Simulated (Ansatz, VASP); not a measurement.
**HfO2: VASP beside Ansatz**

```xyz
3
Lattice="0.0000 2.5292 2.5292 2.5292 0.0000 2.5292 2.5292 2.5292 0.0000" Properties=species:S:1:pos:R:3 pbc="T T T"
Hf    0.0000    0.0000    0.0000
O     1.2646    1.2646    1.2646
O     3.7938    3.7938    3.7938
```

Alike in both runs: task single point; functional PBEsol; k mesh 8 × 8 × 8; no spin polarisation.

|  | VASP | Ansatz |
| --- | --- | --- |
| version | VASP 6.6.1 | Ansatz 0.2.0 |
| potentials or method | VASP PAW PBE potentials, release 64 (Hf_pv, O) | plane waves, PAW |
| plane-wave cutoff (eV) | 520 | 420 |
| occupations | gaussian, width 0.01 eV | fixed |
| valence electrons in the cell | 22 | 38 |

|  | VASP | Ansatz | Ansatz less VASP |
| --- | --- | --- | --- |
| gap on the k mesh at the Fermi level (eV) | 3.69 | 3.67 | -0.021 |

The two sets of potentials don't hold the same shells in valence.

Caveats: spin-orbit coupling is left out, which moves the levels of the heavy elements. A k mesh can miss the band edges.
